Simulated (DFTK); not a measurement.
Crystal: Zn.

```xyz
2
Lattice="2.6700 0.0000 0.0000 -1.3350 2.3123 0.0000 0.0000 0.0000 4.9660" Properties=species:S:1:pos:R:3 pbc="T T T"
Zn    1.3350    0.7708    3.7245
Zn    0.0000    1.5415    1.2415
```

Base run:

```yaml
Program: DFTK 0.8.2
Functional: PBEsol
Potentials_or_basis: SG15 1.2 (PBE)
Cutoff: 1225 eV
k_mesh: 11 × 11 × 6
Occupations: fermi-dirac, width 0.05 eV
Spin: no spin polarisation
```

Its results: band gap on the k mesh none (metal or under the smearing width); pressure -6.1 GPa.

Q: The run is repeated on the same cell with these changes: functional from PBEsol to r2SCAN. What comes out?

A: Band gap on the k mesh none (metal or under the smearing width); pressure -3.8 GPa.

Caveats: the potentials were made for another functional, which shifts forces and pressure.
